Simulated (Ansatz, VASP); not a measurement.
**Ge: VASP beside Ansatz**

```
Ge
1.0
     2.94668    0.00000    0.00000
     0.00000    2.94668    0.00000
     0.00000    0.00000    4.47460
Ge
2
Cartesian
  0.0000 1.4733 3.3572
  1.4733 0.0000 1.1174
```

Alike in both runs: functional PBE; k mesh 6 × 6 × 4; occupations gaussian, width 0.1 eV; no spin polarisation.

Ansatz relaxed the structure, and its values are those at the end. VASP's run is a single point on that final structure, the one shown.

```csv
,VASP,Ansatz
version,VASP 6.6.1,Ansatz 0.2.0
potentials or method,"VASP PAW PBE potentials, release 64 (Ge_d)","scalar-relativistic, plane waves, PAW"
plane-wave cutoff (eV),520,420
valence electrons in the cell,28,28
```

```csv
,VASP,Ansatz,Ansatz less VASP
gap on the k mesh at the Fermi level (eV),none,none,-
pressure (GPa),0.1,0.1,+0.01
rms of the force components (eV/Å),0.004,0.004,0.0000
```

A gap of «none» marks a metal or a gap that the smearing closes.
